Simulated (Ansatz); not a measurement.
# Electron scattering at the Σ3 (111) boundary in bcc Ta with O (interstitial), part 2 of 2

Aim: the relaxed structure and the specific resistance of the Σ3 (111) boundary in bcc Ta with O (interstitial).

Ansatz 0.2.0; Ansatz plane-wave DFT, PBE, PAW files; relaxation of a bicrystal slab with its lowest layers held; PAW set soft_1 (the session's first sound run).

So far. Step 2 (Relaxing the bicrystal): The largest force component on a free atom ends at 0.028 eV/Å, under the tolerance of 0.03, after 9 steps.

### Step 3. Transmission across the boundary

Bulk layers of each grain are laid under and over the relaxed boundary, and a lead is named in the middle of each, away from the free faces. The mesh across the current, 16×16, is finer than the density's, because channels open and close sharply across the zone. Energies from -0.1 to 0.1 eV in steps of 0.05 eV are too few for the program's thermal sum, so it prints no conductance; for a metal the transmission near the Fermi level serves, at a fraction of the cost.

This step: Ansatz plane-wave DFT, PBE, PAW files; ballistic transport by layer matching (Landauer), zero bias; boundary relaxed in a short slab, bulk layers laid on; PAW set soft_1 (Ansatz 0.2.0).

System of this step: Σ3 (111) boundary in bcc Ta with O (interstitial). The cell holds 45 atoms: 44 Ta and 1 O. Cell: a = 4.671 Å, b = 4.671 Å, c = 49.492 Å, α = 90.0°, β = 90.0°, γ = 120.0°. It derives from Ta. Regions: lower grain, 18 atoms (18 Ta); boundary, 12 atoms (11 Ta and 1 O); upper grain, 15 atoms (15 Ta). Vacuum lies along c.

input.yaml

```yaml
crystal:
  lattice:
    - [4.6705251426, 0.0, 0.0]
    - [-2.3352625713, 4.0447934225, 0.0]
    - [0.0, 0.0, 49.4921584874]
  atoms:
    - { symbol: Ta, position: [-7.6666666665, -15.3333333332, 0.080820884] }
    - { symbol: Ta, position: [-7.3333333332, -14.6666666665, 0.100083874] }
    - { symbol: Ta, position: [-6.9999999999, -13.9999999998, 0.1193468639] }
    - { symbol: Ta, position: [-6.6666666665, -13.3333333332, 0.1386098539] }
    - { symbol: Ta, position: [-6.3333333332, -12.6666666665, 0.1578728439] }
    - { symbol: Ta, position: [-5.9999999999, -11.9999999999, 0.1771358338] }
    - { symbol: Ta, position: [-5.6666666666, -11.3333333332, 0.1963988238] }
    - { symbol: Ta, position: [-5.3333333332, -10.6666666665, 0.2156618138] }
    - { symbol: Ta, position: [-4.9999999999, -9.9999999999, 0.2349248038] }
    - { symbol: Ta, position: [-4.6666666666, -9.3333333332, 0.2541877937] }
    - { symbol: Ta, position: [-4.3333333332, -8.6666666666, 0.2734507837] }
    - { symbol: Ta, position: [-3.9999999999, -7.9999999999, 0.2927137737] }
    - { symbol: Ta, position: [-3.6666666666, -7.3333333333, 0.3119767636] }
    - { symbol: Ta, position: [-3.3333333332, -6.6666666666, 0.3312397536] }
    - { symbol: Ta, position: [-2.9999999999, -5.9999999999, 0.3505027436] }
    - { symbol: Ta, position: [-2.6666666666, -5.3333333333, 0.3697657335] }
    - { symbol: Ta, position: [-2.3333333333, -4.6666666666, 0.3890287235] }
    - { symbol: Ta, position: [-1.9999999999, -4.0, 0.4082917135] }
    - { symbol: Ta, position: [0.3333333334, 0.6666666667, 0.4275547034] }
    - { symbol: Ta, position: [0.6655299137, 0.3327408981, 0.4467359142] }
    - { symbol: Ta, position: [-0.0060181836, -0.0029856154, 0.4648575272] }
    - { symbol: Ta, position: [0.3306332399, 0.6653415386, 0.4868863793] }
    - { symbol: Ta, position: [0.661914479, 0.3309300334, 0.5067345568] }
    - { symbol: Ta, position: [-0.0120679476, -0.0061099943, 0.5198548146] }
    - { symbol: O, position: [0.4088216762, 0.2042970028, 0.5474650602] }
    - { symbol: Ta, position: [0.3594221471, 0.6794396584, 0.5474585195] }
    - { symbol: Ta, position: [-0.0115002569, -0.0060540431, 0.5750797032] }
    - { symbol: Ta, position: [0.6635726426, 0.3315011304, 0.5881540269] }
    - { symbol: Ta, position: [0.3322209302, 0.6658990963, 0.6079495657] }
    - { symbol: Ta, position: [-0.0040119724, -0.0023205155, 0.6302342665] }
    - { symbol: Ta, position: [-2.3373453058, -4.6689871822, 0.6494972564] }
    - { symbol: Ta, position: [-2.6706786391, -5.3356538488, 0.6687602464] }
    - { symbol: Ta, position: [-3.0040119724, -6.0023205155, 0.6880232364] }
    - { symbol: Ta, position: [-3.3373453057, -6.6689871822, 0.7072862263] }
    - { symbol: Ta, position: [-3.6706786391, -7.3356538488, 0.7265492163] }
    - { symbol: Ta, position: [-4.0040119724, -8.0023205155, 0.7458122063] }
    - { symbol: Ta, position: [-4.3373453057, -8.6689871821, 0.7650751962] }
    - { symbol: Ta, position: [-4.6706786391, -9.3356538488, 0.7843381862] }
    - { symbol: Ta, position: [-5.0040119724, -10.0023205155, 0.8036011762] }
    - { symbol: Ta, position: [-5.3373453057, -10.6689871821, 0.8228641662] }
    - { symbol: Ta, position: [-5.670678639, -11.3356538488, 0.8421271561] }
    - { symbol: Ta, position: [-6.0040119724, -12.0023205154, 0.8613901461] }
    - { symbol: Ta, position: [-6.3373453057, -12.6689871821, 0.8806531361] }
    - { symbol: Ta, position: [-6.670678639, -13.3356538487, 0.899916126] }
    - { symbol: Ta, position: [-7.0040119724, -14.0023205154, 0.919179116] }
kpoints:
  mp_grid: { grid: [6, 6, 1] }
hamiltonian:
  xc: pbe
  pseudopotentials: { kind: paw, azcp: { folder: soft_1 } }
scf:
  occupations: { method: fermi_dirac, width: 0.1 }
output:
  transmission:
    leads: [[10, 11], [36, 37]]
    kmesh: [16, 16]
    e_range: [-0.1, 0.1]
    de: 0.05
  write_potential: true
  write_density: true
  volumetric_format: npy
  elf: true
```

On the command line:

```
ansatz run input.yaml --threads 4 --pin off --max-ram 15360MiB --backend cpu --events-out ev --progress --plain --runs-dir out
```

Numbers of over 12 decimals in the logs are rounded to 6 here.

What it wrote:

```text
[...]
Crystal: 45 atoms, lattice volume = 934.972 Å³
Basis set: ecut = 420 eV, 18303 PW (Γ)
Bands: 347, of which v1, the nominal top of the filled ones, is band 289 counted from 1 (288 counted from 0)
Symmetry: 1 space group operations
[...]
k-points: 20 of 36 (time reversal used)
[...]
SCF iter   1: F=—  HF=-437641.278361 eV  |F-HF|=—  |Δ(HF+E_count)|=         —  Δρ=5.44e-2  dr2=9.77e2  ethr=3.10e-3  ⟨swp⟩=8.3  Hψ=30311  notcnv=0  defer=46
[...]
SCF iter  12: F=-437622.944465 eV  HF=-437622.944465 eV  |F-HF|=2.88e-8  |Δ(HF+E_count)|=   1.40e-9  Δρ=1.36e-6  dr2=5.15e-8  ethr=1.73e-11  ⟨swp⟩=21.4  Hψ=25919  notcnv=0
SCF 1 converged in 12 iterations: F = -437622.944465 eV  dr2 = 5.15e-8
[...]
transmission: 754 of 7540 steps passed
transmission: 1508 of 7540 steps passed
[...]
transmission: 7540 of 7540 steps passed
WARN: The output density's exchange-correlation potential varies sharply where the density is thin. Do not read a vacuum level from v_tot or v_xc, or from such a field of the output density. On a cell that repeats whose density bears no net charge and no dipole along the vacuum's axis use v_es (v_loc + v_h of the components); under efield.dipole_correction with no amplitude use v_es + v_field, which holds any externa [...]
SCF converged after 12 iterations
Free energy (F): -437622.944465 eV
[...]
Internal energy: -437621.004869 eV  (E = F + TS)
E sigma→0 (E₀):  -437621.974667 eV
Entropy (-TS):   -1.939597 eV (-43.102 meV/atom)
Fermi energy:    15.367446 eV
[...]
--- Band table (eV; the first three rows and the last of 20) ---
  k-point 0: bands = [... 285 lower, 15.0257, 15.0935, 15.1535, 15.2631, 15.3041, 15.3794, 15.4246, 15.5049, ... 54 higher]
  k-point 1: bands = [... 285 lower, 15.2478, 15.2601, 15.2973, 15.3576, 15.4076, 15.4665, 15.5527, 15.5894, ... 54 higher]
  k-point 2: bands = [... 285 lower, 15.4598, 15.5154, 15.5350, 15.5936, 15.6125, 15.6511, 15.6760, 15.7329, ... 54 higher]
  k-point 19: bands = [... 285 lower, 15.1399, 15.1827, 15.3343, 15.3534, 15.3933, 15.4062, 15.5350, 15.6602, ... 54 higher]
--- Transmission ---
  basis      : 163 plane waves across, 58 finite elements along
  points     : 130, standing for a mesh of 16 x 16
  energies   : 5 from -0.100000 to 0.100000 eV about the Fermi level, 0.050000 eV apart; the leads are filled to 0.000000 eV, and channels, transmission and decay are at 0.000000 eV
  crystal 0  : Ta2, at the sites [10, 11], period 1.9067 Å, over 19.07 Å; its Hamiltonian steps by up to 6.4 meV
    offset         : up to 0.0000 Å between an atom of the period and one for which it stands
    channels       : 4.441406e0 a spin
    conductance    : none, the energies end too early or step too widely for 300 K: set another output.transmission.e_range or a lower de, or, where they end at an eighth of basis.ecutwfc, a higher one
[...]
channels       : 4.441406e0 a spin
[...]
junction   : crystal 0 to crystal 1, 13.06 to 36.44 Å
    transmission   : 1.818531e0 a spin
[...]
```

Wall time 21 min (4 threads of Arm Neoverse V1, shared host); peak memory 9.7 GiB; 76 min of CPU time.

Numbers from this step:

* free energy: -437622.9445 eV
* energy at zero smearing: -437621.9747 eV
* Fermi energy: 15.37 eV
* cell area: 18.89 Å²
* transmission per spin nearest the Fermi level: 1.819
* open channels per spin nearest the Fermi level: 4.441
* open channels per spin, upper lead: 4.441
* step of the lead's potential: 6.4 meV
* step of the upper lead's potential: 11.9 meV

Per spin. The transmission, zone mean by energy, zero at the Fermi level:

| energy (eV) | transmission, zone mean |
| --- | --- |
| -0.1000 | 1.88 |
| -0.0500 | 1.86 |
| 0.0000 | 1.82 |
| 0.0500 | 1.73 |
| 0.1000 | 1.64 |

Per spin. The open channels, zone mean by energy, zero at the Fermi level:

| energy (eV) | lead | upper lead |
| --- | --- | --- |
| -0.1000 | 4.56 | 4.51 |
| -0.0500 | 4.44 | 4.44 |
| 0.0000 | 4.44 | 4.44 |
| 0.0500 | 4.18 | 4.18 |
| 0.1000 | 3.93 | 3.93 |

Transmission over k1 and k2. At 0.0000 eV from the Fermi level.

Ten even steps from '0' (0.92) to '9' (2.74):
```
2367557632234432
2567656765225052
1366755766310220
0357652567530434
4468642246864444
4577543434577545
6977534444357796
6997633454336799
6697753444435779
4545775434345775
4444468642246864
0434035765256753
1022013667557663
2250522567656765
2234432236755763
2235153222351532
```
Columns: k1 (b1) from -0.5 to 0.438; rows upwards: k2 (b2) from -0.5 to 0.438.

Open channels over k1 and k2. At 0.0000 eV from the Fermi level.

Ten even steps from '_' (3.00) to '@' (8.00):
```
::======::::======::::::====::::
::========@@========::::::::::::
::====================::==::::==
==::========__========::====::==
::::@@====::____::====@@::::::::
::======______________======::::
::========____________========::
::========::__________::========
::::========____________========
::::::======______________======
::::::::::@@====::____::====@@::
====::====::========__========::
::==::::==::====================
::::::::::::::========@@========
::::::====::::::======::::======
::::::::==::::::::::::::==::::::
```
Columns: k1 (b1) from -0.5 to 0.438; rows upwards: k2 (b2) from -0.5 to 0.438.

ELF in the ca plane at fractional y = 0.000, with atoms of Ta within 0.2 Å of it. It is the smooth field of the valence electrons, not physical close to the nuclei.

Values, 7 rows by 16 columns, each cell a mean:
```
0.42 0.61 0.33 0.50 0.57 0.30 0.56 0.52 0.39 0.59 0.44 0.44 0.60 0.34 0.47 0.59
0.36 0.31 0.43 0.33 0.30 0.46 0.33 0.32 0.42 0.33 0.39 0.36 0.31 0.43 0.33 0.31
0.41 0.45 0.41 0.42 0.43 0.41 0.47 0.38 0.26 0.48 0.44 0.40 0.44 0.40 0.43 0.44
0.33 0.39 0.32 0.34 0.38 0.32 0.35 0.21 0.17 0.30 0.34 0.32 0.39 0.31 0.35 0.38
0.44 0.43 0.45 0.43 0.42 0.45 0.40 0.30 0.50 0.27 0.46 0.42 0.42 0.45 0.44 0.43
0.33 0.40 0.38 0.32 0.35 0.38 0.36 0.26 0.32 0.35 0.36 0.32 0.40 0.38 0.32 0.38
0.47 0.52 0.35 0.52 0.54 0.29 0.55 0.52 0.31 0.54 0.47 0.47 0.52 0.36 0.50 0.53
```
Columns run along c (16.0 Å, from fractional 0.39 to 0.71 of the cell), rows up along a (4.7 Å). Atoms in or near the plane, at fractional coordinates: Ta at (0.41, 0.00), Ta at (0.46, 0.99), Ta at (0.52, 0.99), Ta at (0.58, 0.99), Ta at (0.63, 0.00), Ta at (0.69, 0.00).

Electrostatic potential energy in the ca plane at fractional y = 0.000, with atoms of Ta within 0.2 Å of it. With pseudopotentials it is smooth inside the atoms' cores, unlike the true potential.

Values in eV, 7 rows by 16 columns, each cell a mean:
```
 -4 -33   7 -14 -28   8 -28 -17   5 -35  -4  -4 -34   7 -11 -30
 13   6  15  10   6  16   6   9  14   4  12  13   5  15  11   6
 15  16  15  15  16  15  15  15  14  16  15  16  16  15  16  16
 14  16  13  14  16  13  14  14  12  15  13  15  16  13  15  16
 16  16  16  16  16  16  15  14  13  14  15  16  16  16  16  16
  9  -4  14   6   0  14   1   4  11  -3  10  10  -3  14   7  -2
 -9 -40   4 -19 -34   7 -32 -21   2 -40  -7  -8 -40   4 -15 -37
```
Columns run along c (16.0 Å, from fractional 0.39 to 0.71 of the cell; values clipped at the 3rd and 97th percentile), rows up along a (4.7 Å). Atoms in or near the plane, at fractional coordinates: Ta at (0.41, 0.00), Ta at (0.46, 0.99), Ta at (0.52, 0.99), Ta at (0.58, 0.99), Ta at (0.63, 0.00), Ta at (0.69, 0.00).

Valence density in the ca plane at fractional y = 0.000, with atoms of Ta within 0.2 Å of it. It is the smooth field of the valence electrons, not physical close to the nuclei.

Ten even steps from '0' (0.2 e/Å³) to '9' (4.5 e/Å³), each cell a mean:
```
02899500049993001799610049993001799610027996
00354100014631000255200014641000255200002552
00000000000000000000000000000000000000000000
00000000000000000000000000000000000000000000
00000000000000000000000000000000000000000000
00000000000000000000000000000000000000000000
00000000000000000000000000000000000000000000
00000000000000000000000000000000000000000000
00000000000000000000001000000000000000000000
00121000001210000011000001110000011000000110
01687300026862001487300026861000488400015883
03989610059894002899710059894002899720028897
```
Columns run along c (16.0 Å, from fractional 0.39 to 0.71 of the cell), rows up along a (4.7 Å). Atoms in or near the plane, at fractional coordinates: Ta at (0.41, 0.00), Ta at (0.46, 0.99), Ta at (0.52, 0.99), Ta at (0.58, 0.99), Ta at (0.63, 0.00), Ta at (0.69, 0.00).

Over the solved energies the transmission per spin lies between 1.64 and 1.88, out of 4.31 channels of the lead on average (up to 4.56).

### Step 4. Specific resistance

This step: Ansatz plane-wave DFT, PBE, PAW files; ballistic transport by layer matching (Landauer), zero bias; specific resistance of the boundary; PAW set soft_1 (Ansatz 0.2.0).

This step gave:

- area resistance: 0.7992 fΩ m²
- T over the leads' mean channel count: 0.4147

Averaged over the energies near the Fermi level, 41.5 % of the channels pass, which makes 0.799 fΩ m².

By hand, with T and the leads' channels N averaged over the energies near the Fermi level: RA = A (h/2e²)(1/T − ½[1/N₁ + 1/N₂]) = 18.89×10⁻²⁰ m² × 12 906 Ω × (1/1.786 − ½[1/4.310 + 1/4.301]) = 0.799 fΩ m².

### Step 5. What came out

```json
{
 "specific resistance of the boundary": "0.799 fΩ m²",
 "share of channels that pass": "0.415"
}
```

In words: The boundary has a specific resistance of 0.80 fΩ m². The boundary reflects 59 % of the channels; 0.80 fΩ m² is 8.0×10⁻¹² Ω·cm². That equals the resistance of 5.9 nm of bulk Ta at 300 K (measured 13.5 µΩ cm, CRC Handbook of Chemistry and Physics, 84th ed., 2003, Electrical Resistivity of Pure Metals). One O in 18.9 Å² of boundary is a high coverage. One starting structure was relaxed; another shift or atom count at the boundary may lie lower. Spin-orbit coupling is left out, which matters for Ta.

[Logs are printed without paths, hosts, clocks, repeated set-up lines and the standing remarks that a program may print on its own settings, such as how far it seeks lower states.]

[Hosts, paths, dates, database ids (printed as entryN), source tags and the programs' standing remarks are cut or masked in the printed files.]
